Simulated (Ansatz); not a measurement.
# WS2 (Tungstenite) (P6_3/mmc) in Ansatz: reference runs

Aim: a first look at WS2 (Tungstenite) with PBEsol, on the cell as given and on a disturbed one.

Program: Ansatz 0.2.0. These are calculated values, not measurements. Logs are shortened: lines on timing, memory, paths and dates and some standing lists are left out, and cuts for length are marked.

## Step 1: The crystal as given

It takes space group P6_3/mmc (No. 194, hexagonal). The conventional cell has a = 3.180 Å, b = 3.180 Å, c = 12.500 Å, α = 90.00°, β = 90.00°, γ = 120.00°. W (site symmetry -6m2) has 6 S at 2.41 Å as nearest neighbours. S (site symmetry 3m) has 3 W at 2.41 Å as nearest neighbours.

## Step 2: Single point, PBEsol

File input.yaml:

```yaml
crystal:
  lattice:
    - [3.18, 0.0, 0.0]
    - [-1.59, 2.753960784, 0.0]
    - [0.0, 0.0, 12.5]
  atoms:
    - { symbol: W, position: [0.6666666667, 0.3333333333, 0.75] }
    - { symbol: W, position: [0.3333333333, 0.6666666667, 0.25] }
    - { symbol: S, position: [0.6666666667, 0.3333333333, 0.375] }
    - { symbol: S, position: [0.3333333333, 0.6666666667, 0.875] }
    - { symbol: S, position: [0.6666666667, 0.3333333333, 0.125] }
    - { symbol: S, position: [0.3333333333, 0.6666666667, 0.625] }
hamiltonian:
  xc: pbesol
  pseudopotentials: { kind: paw }
kpoints:
  mp_grid: { grid: [10, 10, 3] }
scf:
  occupations: { method: fermi_dirac, width: 0.05 }
output:
  forces: true
  stress: true
  eigenvalues: true
```

Potentials or basis: Ansatz PAW.

On the command line:

```
$ ansatz run input.yaml --threads 2 --pin off --max-ram 5632MiB --backend cpu --events-out ev --progress --plain --runs-dir out
```

What it wrote:

```text
Warning: RAYON_NUM_THREADS=2 ignored (pool sized by the plan → 2); use --threads N
Engine: ansatz 0.2.0, x86_64-unknown-linux-gnu
Pseudopotentials: kind: paw
Pseudopotential: W, paw, valence charge 14, recommended cutoff 420 eV (normal), W.paw.azcp
Pseudopotential: S, paw, valence charge 6, recommended cutoff 420 eV (normal), S.paw.azcp
Functional definition: PBEsol
  exchange = pbesol_x
  correlation = pbesol_c
Crystal: 6 atoms, lattice volume = 109.470 Å³
Basis set: ecut = 420 eV, 2129 PW (Γ), exchange–correlation on 48×48×180 points (8 copies of the dense FFT grid, shifted against one another)
Bands: 32, of which v1, the nominal top of the filled ones, is band 26 counted from 1 (25 counted from 0)
Symmetry: 24 space group operations
Space group: P63/mmc (ITA 194), of the structure as read, at distance tolerance 4.8e-5 Å
k-points: 28 of 300
Non-local potential: W, projectors of the file, l = 0: 3, l = 1: 2, l = 2: 2, l = 3: 1
Non-local potential: S, projectors of the file, l = 0: 2, l = 1: 2, l = 2: 2
PAW form: soft (Blöchl's): semilocal exchange-correlation on the pseudo side does not see the compensation charge
PAW frozen core: W, regenerated for the run's functional, and the local potential with it (the file was generated under x = pbe(κ = 0.804, μ = 0.2195149727645171), c = pbe(β = 0.06672455060314922))
PAW frozen core: S, regenerated for the run's functional, and the local potential with it (the file was generated under x = pbe(κ = 0.804, μ = 0.2195149727645171), c = pbe(β = 0.06672455060314922))
PAW one-centre angular grid: W, 590 points (default); XC on 64 Gauss nodes
PAW one-centre angular grid: S, 110 points (default); XC on 64 Gauss nodes
Initial density: superposition of atomic densities (neutral atoms: chi_scale 0, normalization atom), corrected by the library's trained network
Initial wavefunctions: pseudopotential atomic-orbital guess
Functional: x = pbesol(κ = 0.804, μ = 0.12345679012345678), c = pbesol(β = 0.046)
SCF iter   1: F=—  HF=-24058.147646 eV  |F-HF|=—  |Δ(HF+E_count)|=         —  Δρ=8.29e-3  dr2=1.28e-1  ethr=1.77e-3  ⟨swp⟩=6.2  Hψ=4155  notcnv=0
preconditioner: auto → Resta (q_TF=auto, 2.410 Å⁻¹)  ε∞=7.6  [insulator: Δε(μ)=1.062 eV  Ē_g=8.309 eV  σ=0.050 eV  W_gap=1.00  n_scr=26 (ndim 8)  ℏωp=21.3 eV  f_vac=0.025  D(μ)=0.00/eV (n_scr^D=0)  ε∞_Penn≈7.6]
SCF iter   2: F=—  HF=-24058.132207 eV  |F-HF|=—  |Δ(HF+E_count)|=   1.54e-2  Δρ=3.10e-3  dr2=5.52e-3  ethr=2.45e-4  ⟨swp⟩=2.5  Hψ=1398  notcnv=0  defer=16
SCF iter   3: F=—  HF=-24058.133496 eV  |F-HF|=—  |Δ(HF+E_count)|=   1.29e-3  Δρ=1.75e-3  dr2=1.69e-3  ethr=1.06e-5  ⟨swp⟩=2.4  Hψ=1238  notcnv=0  defer=16
SCF iter   4: F=—  HF=-24058.134171 eV  |F-HF|=—  |Δ(HF+E_count)|=   6.75e-4  Δρ=7.10e-4  dr2=2.93e-4  ethr=3.26e-6  ⟨swp⟩=2.2  Hψ=1385  notcnv=0  defer=16
SCF iter   5: F=—  HF=-24058.134323 eV  |F-HF|=—  |Δ(HF+E_count)|=   1.52e-4  Δρ=1.46e-4  dr2=1.68e-5  ethr=5.63e-7  ⟨swp⟩=2.5  Hψ=1389  notcnv=0  defer=16
SCF iter   6: F=—  HF=-24058.134326 eV  |F-HF|=—  |Δ(HF+E_count)|=   2.97e-6  Δρ=1.61e-5  dr2=3.19e-7  ethr=3.24e-8  ⟨swp⟩=2.0  Hψ=1306  notcnv=0  defer=16
SCF iter   7: F=-24058.134327 eV  HF=-24058.134327 eV  |F-HF|=5.46e-9  |Δ(HF+E_count)|=   3.13e-7  Δρ=2.41e-6  dr2=6.35e-9  ethr=1.92e-10  ⟨swp⟩=7.9  Hψ=4327  notcnv=0
SCF 1 converged in 7 iterations: F = -24058.134327 eV  dr2 = 6.35e-9
SCF converged after 7 iterations
Free energy (F): -24058.134327 eV
Harris-Foulkes:  -24058.134327 eV  (|F-HF|=5.46e-9)
Internal energy: -24058.134326 eV  (E = F + TS)
E sigma→0 (E₀):  -24058.134326 eV
Entropy (-TS):   -0.000001 eV (-0.000 meV/atom)
Fermi energy:    11.641748 eV
--- Per-component energies (eV) ---
  E_band       = -400.764345
  E_kinetic    = 1330.707107
  E_local      = -3645.463407  (includes V_loc(G=0)·N_el)
  E_nonlocal   = 120.545968
  E_hartree    = 1448.346791
  E_xc         = -916.327468
  E_vxc        = -828.593118  (∫ρ·V_xc dr)
  E_paw        = -19208.871457  (= ΣΔE_a)
  E_vpaw       = -274.653760  (= ΣTr[D̂ρ^β])
  E_aug_tail   = -0.000126  (compensation charges beyond the density's cutoff)
  E_ewald      = -3187.763116
  E_core_change = 0.691382  (= ΣΔE_core)
  E_smearing   = -0.000001  (= −TS)
  E_closure    = 0.000000  (closes the sum)
  Σ components = -24058.134327   (vs F -24058.134327, Δ=0.00e0)
--- Forces (eV/Å), atoms counted from 1 ---
  atom   1  W      0.00000000    -0.00000000     0.00000000
  atom   2  W      0.00000000     0.00000000    -0.00000000
  atom   3  S      0.00000000    -0.00000000    -0.15355832
  atom   4  S     -0.00000000     0.00000000    -0.15355832
  atom   5  S      0.00000000    -0.00000000     0.15355832
  atom   6  S      0.00000000     0.00000000     0.15355832
  max |Σ_I F_I| component: 6.94e-18 eV/Å
--- Stress (GPa, compression-positive) ---
       -3.511570       0.000000      -0.000000
        0.000000      -3.511570      -0.000000
       -0.000000      -0.000000      -1.106607
  P = ⅓ Tr σ = -2.7099 GPa (-27.099 kbar)
--- Band table (eV; the first three rows and the last of 28) ---
  k-point 0: bands = ["-63.3774", "-63.3774", "-27.6620", "-27.6620", "-27.5025", "-27.5025", "-27.5025", "-27.5025", "-4.3626", "-4.1758", "-2.7764", "-2.4132", "3.6529", "4.5848", "7.4723", "7.6213", "7.6213", "7.6325", "7.6325", "8.8590", "8.8590", "8.9015", "8.9015", "9.6167", "10.0335", "11.1613", "13.4007", "13.4007", "13.4081", "13.4081", "13.5168", "13.5168"]
  k-point 1: bands = ["-63.3774", "-63.3774", "-27.6620", "-27.6620", "-27.5025", "-27.5025", "-27.5025", "-27.5025", "-4.3218", "-4.2293", "-2.6809", "-2.5004", "3.8479", "4.3013", "7.6240", "7.6240", "7.6296", "7.6296", "7.9126", "8.8329", "8.8696", "8.8696", "8.8909", "8.8909", "10.6045", "11.0286", "13.3984", "13.3984", "13.4000", "13.4000", "13.5612", "13.5612"]
  k-point 2: bands = ["-63.3758", "-63.3758", "-27.6560", "-27.6560", "-27.5358", "-27.5358", "-27.5102", "-27.5102", "-4.1966", "-4.0100", "-2.7082", "-2.3608", "3.8498", "4.7797", "7.1979", "7.2010", "7.2207", "7.7801", "7.7984", "8.2722", "8.6029", "8.6511", "8.9341", "9.8097", "10.0375", "10.8497", "13.1818", "13.2570", "13.3495", "13.3566", "13.4342", "13.5363"]
  k-point 27: bands = ["-63.3584", "-63.3584", "-27.7718", "-27.7718", "-27.6993", "-27.6993", "-27.5921", "-27.5921", "-1.8603", "-1.8403", "-1.7084", "-1.6886", "4.7424", "4.8038", "4.9242", "4.9503", "6.1796", "6.1809", "6.5135", "6.6030", "7.2094", "7.3424", "8.2010", "8.3316", "10.2976", "10.3797", "12.5053", "12.5156", "13.5513", "14.0134", "14.3539", "14.4625"]
```

Run time: 3.2 s. Hardware: 2 threads of Intel Xeon Platinum 8488C (Sapphire Rapids), shared host; peak memory 0.45 GiB.

Results:

- Free energy: -24058.1343 eV
- Pressure: -2.7 GPa
- Largest force: 0.154 eV/Å
- Band gap on the k mesh: 1.07 eV, indirect (least direct gap 2.08 eV)

Forces on the atoms (eV/Å):
```
W    0.000  0.000  0.000
W    0.000  0.000  0.000
S    0.000  0.000 -0.154
S    0.000  0.000 -0.154
S    0.000  0.000  0.154
S    0.000  0.000  0.154
```

Caveat: odd divisions of the mesh miss points on the zone boundary, where band edges often lie, so the gap on the mesh can be too wide; spin-orbit coupling is left out, which moves the levels of the heavy elements; this functional lacks dispersion, which binds the layers, so the pressure and a relaxed spacing across them are unreliable; the PAW data sets come from PBE, with cores solved anew for the run's functional, which leaves a small shift of forces and pressure. A k mesh can miss the band edges.

## Step 3: Single point, PBEsol (atoms moved at random, drawn with an rms of 0.05 Å)

File input.yaml:

```yaml
crystal:
  lattice:
    - [3.18, 0.0, 0.0]
    - [-1.59, 2.753960784, 0.0]
    - [0.0, 0.0, 12.5]
  atoms:
    - { symbol: W, position: [0.670413, 0.332132, 0.748511] }
    - { symbol: W, position: [0.351526, 0.676113, 0.248159] }
    - { symbol: S, position: [0.650548, 0.328846, 0.370564] }
    - { symbol: S, position: [0.332383, 0.665762, 0.869796] }
    - { symbol: S, position: [0.683593, 0.340496, 0.122155] }
    - { symbol: S, position: [0.352736, 0.675784, 0.626421] }
hamiltonian:
  xc: pbesol
  pseudopotentials: { kind: paw }
kpoints:
  mp_grid: { grid: [10, 10, 3] }
scf:
  occupations: { method: fermi_dirac, width: 0.05 }
output:
  forces: true
  stress: true
  eigenvalues: true
```

Potentials or basis: Ansatz PAW.

On the command line:

```
$ ansatz run input.yaml --threads 2 --pin off --max-ram 5632MiB --backend cpu --events-out ev --progress --plain --runs-dir out
```

Wall time 20 s (2 threads of Intel Xeon Platinum 8488C (Sapphire Rapids), shared host); peak memory 0.67 GiB.

It converged, with:

```yaml
Free_energy: -24058.0443 eV
Pressure: 0.2 GPa
Largest_force: 1.345 eV/Å
Band_gap_on_the_k_mesh: 1.06 eV, indirect (least direct gap 1.89 eV)
```

Forces in eV/Å, atoms in the order of the input:
```
W    0.188  0.329 -0.153
W   -0.949 -0.460 -0.835
S    0.908  0.377  0.537
S    0.166 -0.013  0.801
S    0.040  0.081  0.305
S   -0.353 -0.313 -0.655
```

Stress tensor (GPa, compression positive):
```
-2.03 -0.64  3.01
-0.64 -1.14  1.29
 3.01  1.29  3.91
```

Levels at points of the mesh, in eV from the valence-band top:
| k point | band 24 | band 25 | band 26 | band 27 | band 28 | band 29 |
| --- | --- | --- | --- | --- | --- | --- |
| (0.00, 0.00, 0.00) | -1.61 | -1.10 | 0.00 | 1.89 | 2.04 | 2.16 |
| (0.00, -0.50, 0.00) | -2.04 | -1.76 | -1.58 | 2.02 | 2.10 | 2.48 |
| (-0.50, 0.00, 0.00) | -2.00 | -1.69 | -1.50 | 2.05 | 2.16 | 2.47 |
| (-0.50, -0.50, 0.00) | -2.04 | -1.73 | -1.58 | 2.04 | 2.09 | 2.48 |

Caveat: odd divisions of the mesh miss points on the zone boundary, where band edges often lie, so the gap on the mesh can be too wide; spin-orbit coupling is left out, which moves the levels of the heavy elements; the PAW data sets come from PBE, with cores solved anew for the run's functional, which leaves a small shift of forces and pressure. A k mesh can miss the band edges.
